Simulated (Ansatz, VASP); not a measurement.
ZnS in VASP and in Ansatz

```xyz
4
Lattice="3.7816 -0.0095 -0.0095 -1.8990 3.2797 -0.0035 -0.0155 -0.0155 6.2090" Properties=species:S:1:pos:R:3 pbc="T T T"
Zn   -0.0040    2.1847    0.0284
Zn    1.8818    1.0806    3.1309
S    -0.0084    2.1759    2.3512
S     1.8684    1.0717    5.4536
```

Change from the starting cell: equal xy, yz and zx engineering shears of -0.5 %, PAW files.

Alike in both runs: functional PBEsol; k mesh 8 × 8 × 4; no spin polarisation.

Ansatz relaxed the structure, and its values are those at the end. VASP's run is a single point on that final structure, the one shown.

|  | VASP | Ansatz |
| --- | --- | --- |
| version | VASP 6.6.1 | Ansatz 0.2.0 |
| potentials or method | VASP PAW PBE potentials, release 64 (Zn, S) | PAW with Ansatz's default frozen-core files, scalar-relativistic |
| plane-wave cutoff (eV) | 520 | 420 |
| occupations | gaussian, width 0.01 eV | fixed |
| valence electrons in the cell | 36 | 36 |

```csv
,VASP,Ansatz,Ansatz less VASP
gap on the k mesh at the Fermi level (eV),2.15,2.14,-0.006
pressure (GPa),0.1,0.0,-0.05
```

Caveats: the PAW data sets were made with another functional, which shifts forces and pressure a little (VASP).
